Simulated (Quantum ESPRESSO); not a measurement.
The system is Ag.

```xyz
2
Lattice="2.9300 0.0000 0.0000 -1.4650 2.5375 0.0000 0.0000 0.0000 4.7900" Properties=species:S:1:pos:R:3 pbc="T T T"
Ag    1.4650    0.8458    3.5925
Ag    0.0000    1.6916    1.1975
```

This isn't the form of Ag at room conditions, which is fcc.

```yaml
Program: Quantum ESPRESSO 7.5
Task: phonons
Functional: LDA
Potentials_or_basis: JTH 2.0 LDA
Cutoff: 707 eV
Density_cutoff: 4245 eV
k_mesh: 10 × 10 × 6
Occupations: cold, width 0.136 eV
Spin: no spin polarisation
Form_of_the_LDA_correlation: PW92
Mixing_beta: 0.5
Most_SCF_iterations: 120
SCF_threshold: 4e-10 Ry
```

The cell and the atoms were relaxed first, to 16.09 Å³/atom (a = 2.837 Å, b = 2.837 Å, c = 4.617 Å, α = 90.00°, β = 90.00°, γ = 120.00°), and the response was taken there.

Question: Which optical modes does the crystal have at the zone centre, and which show in infrared and Raman spectra?

Answer: The optical modes are E2g + B1g. None is infrared active. Raman active: E2g.

Optical modes at Γ, degenerate ones joined:
| cm⁻¹ | components | symmetry | active in |
| --- | --- | --- | --- |
| 73 | 2 | E2g | Raman |
| 190 | 1 | B1g | silent |

Caveat: the mesh is thin for the phonons of a metal.
